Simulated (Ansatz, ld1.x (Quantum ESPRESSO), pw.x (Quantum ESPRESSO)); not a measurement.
**osmium (Os): does the TM potential hold in the solid?**

osmium, norm-conserving Troullier–Martins (Kleinman–Bylander form), made with ld1.x (Quantum ESPRESSO) 7.5 (PBE, scalar-relativistic). Core [Xe] 4f14, reference 5d6 6s2 6p0. Waves: 6p (bound, empty): rc 3.60 bohr; 5d (bound): rc 1.65 bohr; 6s (bound): rc 1.95 bohr. Local part: the s channel. Core correction: Bessel-smoothed model core inside 1.82 bohr.

Atomic tests: cutoffs needed: 35 Ry and 60 Ry (the cutoffs (Ry, on a coarse ladder) from which the occupation-weighted sum of valence levels, in a spherical-Bessel basis at the reference potential, stays within 10 and 1 mRy of its value at 400 Ry); ghost test: no extra level below or beside the all-electron valence levels (p, d, s, f tested) (spherical-Bessel basis up to 400 Ry, 20 bohr box); largest excitation error: -646 meV (all-electron minus pseudo) for 5d4 6s0 6p0, out of 7 test configurations.

Crystal test: bcc Os in pw.x 7.5, no spin, 15³ k-points, Fermi–Dirac smearing 0.01 Ry, cutoffs 75/300 Ry. The reference is all-electron LAPW (Ansatz 0.2.0) with the same functional, mesh and smearing; V0 and B0 come from Birch–Murnaghan fits to the pressures at five volumes. Errors are pseudo minus all-electron; Δ is the rms difference of the E(V) curves that follow from these fits, minima aligned, over ±6 % about the mean V0. Mesh and smearing are coarse, so the numbers serve the comparison and aren't converged zero-temperature values; the lattice is a test structure that the element need not adopt.

All-electron: a0 = 3.093 Å (V0 = 14.79 Å³/atom), B0 = 347.4 GPa.

Question: How far does the potential miss the all-electron equation of state?

Answer: mean pressure error (GPa): +10.92; a0 (Å): 3.123; a0 error (%): +0.99; B0 error (%): -1.9; Δ (meV/atom): 33.5. The largest radius (3.60 bohr) exceeds half the bond length (2.53 bohr), so the spheres overlap, which is one possible source of error among others. This is a poor potential for the solid.

```csv
V (Å³/atom),P all-electron (GPa),P pseudo (GPa)
14.054,20.14,33.48
14.424,9.33,21.31
14.794,-0.02,10.76
15.164,-8.10,1.61
15.534,-15.08,-6.31
```

Question: At the middle volume, how do free energy and pressure move when the wave cutoff is lowered (ecutrho kept at four times it)?

Answer:

```tsv
cutoff (Ry)	shift of F (meV/atom)	shift of P (GPa)
34	+112.6	-8.62
45	+25.1	+0.05
60	+8.1	-0.47
```

The run at the middle volume (120 k-points, 7 iterations) took about 16 s on one core of a shared host (Neoverse-V1, 64 threads, 503 GiB, load 27).
